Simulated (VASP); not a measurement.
# Al (Fm-3m) in VASP: notebook

The runs below take Al through single point, with PBE.

All numbers are computed with VASP 6.6.1; they aren't measurements. Logs are shortened: lines on timing, memory, paths and dates and some standing lists are left out, and cuts for length are marked.

### 1 Starting point

Symmetry: Fm-3m, No. 225, cubic system. Conventional cell: a = 4.050 Å, b = 4.050 Å, c = 4.050 Å, α = 90.00°, β = 90.00°, γ = 90.00°. Al (site symmetry m-3m) has 12 Al at 2.86 Å as nearest neighbours.

### 2 Single point, PBE

INCAR reads:

```
SYSTEM = Al
PREC = Accurate
ENCUT = 400
EDIFF = 1E-4
ISMEAR = -1
SIGMA = 0.15
LREAL = .False.
LASPH = .True.
NELM = 100
ALGO = Normal
ISIF = 2
LWAVE = .False.
LCHARG = .False.
GGA = PE
NBANDS = 8
ADDGRID = .False.
```

KPOINTS reads:

```
regular mesh
0
Gamma
  10 10 10
  0 0 0
```

POSCAR reads:

```
Al
1.0
    0.0000000000      2.0248050000      2.0248050000
    2.0248050000      0.0000000000      2.0248050000
    2.0248050000      2.0248050000      0.0000000000
Al
1
Direct
    0.0000000000      0.0000000000      0.0000000000
```

Potentials or basis: VASP PAW PBE potentials, release 64 (Al).

Command:

```sh
$ cat potpaw_PBE.64/Al/POTCAR > POTCAR
$ mpirun -np 1 vasp_std > vasp.out
```

OUTCAR:

```text
SYSTEM = Al
   PREC = Accurate
   ENCUT = 400
   EDIFF = 1E-4
   ISMEAR = -1
   LREAL = .False.
   LASPH = .True.
   NELM = 100
   ISIF = 2
   GGA = PE

 Found     47 irreducible k-points:

 Following reciprocal coordinates:
            Coordinates               Weight
  0.000000  0.000000  0.000000      1.000000
  0.100000  0.000000  0.000000      8.000000
  0.200000  0.000000  0.000000      8.000000
  0.300000  0.000000  0.000000      8.000000
  0.400000  0.000000  0.000000      8.000000
  0.500000  0.000000  0.000000      4.000000
   k-points           NKPTS =     47   k-points in BZ     NKDIM =     47   number of bands    NBANDS=      8
   number of dos      NEDOS =    301   number of ions     NIONS =      1
   total plane-waves  NPLWV =   8000
   dimension x,y,z NGX =    20 NGY =   20 NGZ =   20
   dimension x,y,z NGXF=    40 NGYF=   40 NGZF=   40
   ions per type =               1
   NGX,Y,Z   is equivalent  to a cutoff of  11.61, 11.61, 11.61 a.u.
   NGXF,Y,Z  is equivalent  to a cutoff of  23.22, 23.22, 23.22 a.u.
 SYSTEM =  Al
   PREC   = accura    normal or accurate (medium, high low for compatibility)
   ISTART =      0    job   : 0-new  1-cont  2-samecut
   ICHARG =      2    charge: 1-file 2-atom 10-const
   ISPIN  =      1    spin polarized calculation?
   LNONCOLLINEAR =      F non collinear calculations
   LSORBIT =      F    spin-orbit coupling
   LASPH  =      T    aspherical Exc in radial PAW
   ENCUT  =  400.0 eV  29.40 Ry    5.42 a.u.   4.67  4.67  4.67*2*pi/ulx,y,z
   NELM   =    100;   NELMIN=  2; NELMDL= -5     # of ELM steps
   EDIFF  = 0.1E-03   stopping-criterion for ELM
   LREAL  =      F    real-space projection
   EDIFFG = 0.1E-02   stopping-criterion for IOM
   NSW    =      0    number of steps for IOM
   IBRION =     -1    ionic relax: 0-MD 1-quasi-New 2-CG
   NFREE  =      0    steps in history (QN), initial steepest desc. (CG)
   ISIF   =      2    stress and relaxation
   ISYM   =      2    0-nonsym 1-usesym 2-fastsym
   POTIM  = 0.5000    time-step for ionic-motion
   TEBEG  =    0.0;   TEEND  =   0.0 temperature during run
   PSTRESS=    0.0 pullay stress
   NELECT =       3.0000    total number of electrons
   NUPDOWN=      -1.0000    fix difference up-down
   EMIN   =  10.00;   EMAX   =-10.00  energy-range for DOS
   EFERMI =   0.00;   METHOD = LEGACY
   ISMEAR =    -1;   SIGMA  =   0.15  broadening in eV -4-tet -1-fermi 0-gaus
   EFERMI_NEDOS =   21; number of points for ismear=-14 and -15
   IALGO  =     38    algorithm
   IMIX   =      4    mixing-type and parameters
     AMIX     =   0.40;   BMIX     =  1.00
     AMIX_MAG =   1.60;   BMIX_MAG =  1.00
  volume/ion in A,a.u.               =      16.60       112.04
  Fermi-wavevector in a.u.,A,eV,Ry     =   0.925526  1.748991 11.654733  0.856599
  Thomas-Fermi vector in A             =   2.051390
   LORBIT       =      0    0 simple, 1 ext, 2 COOP (PROOUT), +10 PAW based schemes
   GGA     = PE    functional components
   LHFCALC =     F    Hartree Fock is set to
   AEXX    =    0.0000 exact exchange contribution
   IVDW    =     0    specifies the selected vdW correction
   LEPSILON=     F    determine dielectric tensor
   LRPA    =     F    only Hartree local field effects (RPA)
 non-spin polarized calculation
  energy-cutoff  :      400.00
  volume of cell :       16.60
 maximum number of plane-waves:       311
   NGX =  9   NGY =  9   NGZ =  9

 number of electron       3.0000000 magnetization

 Free energy of the ion-electron system (eV)
  ---------------------------------------------------
  ext. energy  EPLUGINS =         0.00000000
  ---------------------------------------------------
  free energy    TOTEN  =        -3.74918510 eV

  energy without entropy =       -3.70971916  energy(sigma->0) =       -3.72945213

 E-fermi :   8.0349     XC(G=0): -10.1744

 val. band max:        8.0145730960   @ k =  -0.4000   0.4000   0.0000
 cond. band min:       8.0640160795   @ k =  -0.4000   0.4000   0.1000
 fundamental gap:      0.0494429835
 Fermi energy:         8.0348540587

 k-point     1 :       0.0000    0.0000    0.0000
  band No.  band energies     occupation
      1      -3.1563      2.00000
      2      20.5227      0.00000
      3      20.5227      0.00000
      4      20.5227      0.00000
      5      21.9653      0.00000
      6      21.9653      0.00000
      7      21.9653      0.00000
      8      24.3553      0.00000

 k-point     2 :       0.1000    0.0000    0.0000
  band No.  band energies     occupation
      1      -2.8857      2.00000
      2      17.2329      0.00000
      3      19.7892      0.00000
      4      19.7892      0.00000
      5      22.6374      0.00000
      6      23.1033      0.00000
      7      23.1033      0.00000
      8      26.0077      0.00000

 k-point     3 :       0.2000    0.0000    0.0000
  band No.  band energies     occupation
      1      -2.0770      2.00000
      2      13.2497      0.00000
      3      19.0294      0.00000
      4      19.0294      0.00000
      5      22.3553      0.00000
      6      23.5163      0.00000
      7      23.5163      0.00000
      8      25.6031      0.00000

 k-point     4 :       0.3000    0.0000    0.0000
  band No.  band energies     occupation
      1      -0.7393      2.00000
      2       9.5683      0.00007
      3      18.6784      0.00000
      4      18.6784      0.00000
      5      21.7736      0.00000
      6      21.7736      0.00000
      7      22.1871      0.00000
      8      25.7499      0.00000

 k-point     5 :       0.4000    0.0000    0.0000
  band No.  band energies     occupation
      1       1.1131      2.00000
      2       6.2939      1.99998
      3      18.7734      0.00000
      4      18.7734      0.00000
      5      20.3313      0.00000
      6      20.3313      0.00000
      7      22.4022      0.00000
      8      24.2177      0.00000

 k-point     6 :       0.5000    0.0000    0.0000
  band No.  band energies     occupation
      1       3.3672      2.00000
      2       3.5639      2.00000
      3      19.2790      0.00000
      4      19.2790      0.00000
      5      19.3706      0.00000
      6      19.3706      0.00000
      7      23.0230      0.00000
      8      23.1383      0.00000

 [... further k-points ...]

------------------------ aborting loop because EDIFF is reached ----------------------------------------

  FORCE on cell =-STRESS in cart. coord.  units (eV):
  Direction    XX          YY          ZZ          XY          YZ          ZX
  --------------------------------------------------------------------------------------
  -------------------------------------------------------------------------------------
  Total       -0.0463368     -0.0463368     -0.0463368     -0.0000000      0.0000000      0.0000000
  in kB       -4.4715350     -4.4715350     -4.4715350     -0.0000000      0.0000000      0.0000000
  external PRESSURE =      -4.4715350 kB  Pullay stress =       0.0000000 kB

 VOLUME and BASIS-vectors are now :
 -----------------------------------------------------------------------------
  energy-cutoff  :      400.00
  volume of cell :       16.60
      direct lattice vectors                 reciprocal lattice vectors
     0.000000000  2.024805000  2.024805000    -0.246937359  0.246937359  0.246937359
     2.024805000  0.000000000  2.024805000     0.246937359 -0.246937359  0.246937359
     2.024805000  2.024805000  0.000000000     0.246937359  0.246937359 -0.246937359

 POSITION                                       TOTAL-FORCE (eV/Angst)
 -----------------------------------------------------------------------------------
      0.00000      0.00000      0.00000         0.000000      0.000000     -0.000000
 -----------------------------------------------------------------------------------
    total drift:                                0.000000      0.000000     -0.000000

  FREE ENERGIE OF THE ION-ELECTRON SYSTEM (eV)
  ---------------------------------------------------
  free  energy   TOTEN  =        -3.7491850952 eV

  energy  without entropy=       -3.7097191627  energy(sigma->0) =       -3.72945213
```

It took 2 s on 1 thread of Intel Xeon 6975P-C (Granite Rapids), shared host; peak memory 0.12 GiB.

These settings aren't checked as converged: the numbers below hold their error.

Results:

| Item | Value |
| --- | --- |
| Free energy | -3.7492 eV |
| Pressure | -0.4 GPa |
| Band gap on the k mesh | none (metal or under the smearing width) |

### 3 Single point, PBE

INCAR is that of step 2.

KPOINTS is that of step 2.

POSCAR reads:

```
Al
1.0
   -0.0142710000      2.0302060000      1.9470980000
    2.0319350000     -0.0386130000      1.9714400000
    2.0296090000      2.0522230000     -0.0362870000
Al
1
Direct
    0.0259050000     -0.0062880000     -0.0081470000
```

Potentials or basis: VASP PAW PBE potentials, release 64 (Al).

Command:

```sh
$ cat potpaw_PBE.64/Al/POTCAR > POTCAR
$ mpirun -np 1 vasp_std > vasp.out
```

Run time: 15 s. Hardware: 1 thread of Intel Xeon 6975P-C (Granite Rapids), shared host; peak memory 0.14 GiB.

These settings aren't checked as converged: the numbers below hold their error.

Results:

- Free energy: -3.7500 eV
- Pressure: -0.3 GPa
- Band gap on the k mesh: none (metal or under the smearing width)

### 4 Single point, PBE

INCAR, as its differences from that of step 3:

```diff
@@ -3,3 +3,3 @@
 ENCUT = 400
-EDIFF = 1E-4
+EDIFF = 1E-5
 ISMEAR = -1
```

KPOINTS is that of step 3.

POSCAR reads:

```
Al
1.0
    0.0000000000      2.0248050000      2.0248050000
    2.0248050000      0.0000000000      2.0248050000
    2.0248050000      2.0248050000      0.0000000000
Al
1
Direct
    0.0000000000      0.0000000000      0.0000000000
```

Potentials or basis: VASP PAW PBE potentials, release 64 (Al).

Command:

```sh
$ cat potpaw_PBE.64/Al/POTCAR > POTCAR
$ mpirun -np 1 vasp_std > vasp.out
```

OUTCAR:

```text
SYSTEM = Al
   PREC = Accurate
   ENCUT = 400
   EDIFF = 1E-5
   ISMEAR = -1
   LREAL = .False.
   LASPH = .True.
   NELM = 100
   ISIF = 2
   GGA = PE

 Found     47 irreducible k-points:

 Following reciprocal coordinates:
            Coordinates               Weight
  0.000000  0.000000  0.000000      1.000000
  0.100000  0.000000  0.000000      8.000000
  0.200000  0.000000  0.000000      8.000000
  0.300000  0.000000  0.000000      8.000000
  0.400000  0.000000  0.000000      8.000000
  0.500000  0.000000  0.000000      4.000000
   k-points           NKPTS =     47   k-points in BZ     NKDIM =     47   number of bands    NBANDS=      8
   number of dos      NEDOS =    301   number of ions     NIONS =      1
   total plane-waves  NPLWV =   8000
   dimension x,y,z NGX =    20 NGY =   20 NGZ =   20
   dimension x,y,z NGXF=    40 NGYF=   40 NGZF=   40
   ions per type =               1
   NGX,Y,Z   is equivalent  to a cutoff of  11.61, 11.61, 11.61 a.u.
   NGXF,Y,Z  is equivalent  to a cutoff of  23.22, 23.22, 23.22 a.u.
 SYSTEM =  Al
   PREC   = accura    normal or accurate (medium, high low for compatibility)
   ISTART =      0    job   : 0-new  1-cont  2-samecut
   ICHARG =      2    charge: 1-file 2-atom 10-const
   ISPIN  =      1    spin polarized calculation?
   LNONCOLLINEAR =      F non collinear calculations
   LSORBIT =      F    spin-orbit coupling
   LASPH  =      T    aspherical Exc in radial PAW
   ENCUT  =  400.0 eV  29.40 Ry    5.42 a.u.   4.67  4.67  4.67*2*pi/ulx,y,z
[... 59 lines left out ...]
      2      20.5227      0.00000
      3      20.5227      0.00000
      4      20.5227      0.00000
      5      21.9653      0.00000
      6      21.9653      0.00000
      7      21.9653      0.00000
      8      24.3553      0.00000
[... 45 lines left out ...]
 k-point     6 :       0.5000    0.0000    0.0000
  band No.  band energies     occupation
      1       3.3672      2.00000
      2       3.5639      2.00000
      3      19.2790      0.00000
      4      19.2790      0.00000
      5      19.3706      0.00000
      6      19.3706      0.00000
      7      23.0230      0.00000
      8      23.1383      0.00000

 [... further k-points ...]

------------------------ aborting loop because EDIFF is reached ----------------------------------------

  FORCE on cell =-STRESS in cart. coord.  units (eV):
  Direction    XX          YY          ZZ          XY          YZ          ZX
  --------------------------------------------------------------------------------------
  -------------------------------------------------------------------------------------
  Total       -0.0463384     -0.0463384     -0.0463384      0.0000000      0.0000000      0.0000000
  in kB       -4.4716938     -4.4716938     -4.4716938      0.0000000      0.0000000      0.0000000
  external PRESSURE =      -4.4716938 kB  Pullay stress =       0.0000000 kB

 VOLUME and BASIS-vectors are now :
 -----------------------------------------------------------------------------
  energy-cutoff  :      400.00
  volume of cell :       16.60
      direct lattice vectors                 reciprocal lattice vectors
     0.000000000  2.024805000  2.024805000    -0.246937359  0.246937359  0.246937359
     2.024805000  0.000000000  2.024805000     0.246937359 -0.246937359  0.246937359
     2.024805000  2.024805000  0.000000000     0.246937359  0.246937359 -0.246937359

 POSITION                                       TOTAL-FORCE (eV/Angst)
 -----------------------------------------------------------------------------------
      0.00000      0.00000      0.00000         0.000000     -0.000000     -0.000000
 -----------------------------------------------------------------------------------
    total drift:                                0.000000      0.000000     -0.000000

  FREE ENERGIE OF THE ION-ELECTRON SYSTEM (eV)
  ---------------------------------------------------
  free  energy   TOTEN  =        -3.7491851016 eV

  energy  without entropy=       -3.7097191690  energy(sigma->0) =       -3.72945214
```

stdout:

```text
POSCAR found type information on POSCAR Al
 POSCAR found :  1 types and       1 ions
 scaLAPACK will be used
 LDA part: xc-table for (Slater+PW92), standard interpolation
 POSCAR, INCAR and KPOINTS ok, starting setup
 FFT: planning ... GRIDC
 FFT: planning ... GRID_SOFT
 FFT: planning ... GRID
 WAVECAR not read
 entering main loop
```

It took 2.7 s on 1 thread of Intel Xeon 6975P-C (Granite Rapids), shared host; peak memory 0.11 GiB.

These settings aren't checked as converged: the numbers below hold their error.

What came out:

```yaml
Free_energy: -3.7492 eV
Pressure: -0.4 GPa
Band_gap_on_the_k_mesh: none (metal or under the smearing width)
```

### 5 Single point, PBE

INCAR is that of step 4.

KPOINTS is that of step 4.

POSCAR reads:

```
Al
1.0
   -0.0142710000      2.0302060000      1.9470980000
    2.0319350000     -0.0386130000      1.9714400000
    2.0296090000      2.0522230000     -0.0362870000
Al
1
Direct
    0.0259050000     -0.0062880000     -0.0081470000
```

Command:

```sh
$ cat potpaw_PBE.64/Al/POTCAR > POTCAR
$ mpirun -np 1 vasp_std > vasp.out
```

It took 13 s on 1 thread of Intel Xeon 6975P-C (Granite Rapids), shared host; peak memory 0.14 GiB.

The run converged, but some of its settings lie outside the range that counts as converged, so its numbers aren't taken as properties of the crystal.

Results:

```
Free energy            : -3.7500 eV
Pressure               : -0.3 GPa
Band gap on the k mesh : none (metal or under the smearing width)
```
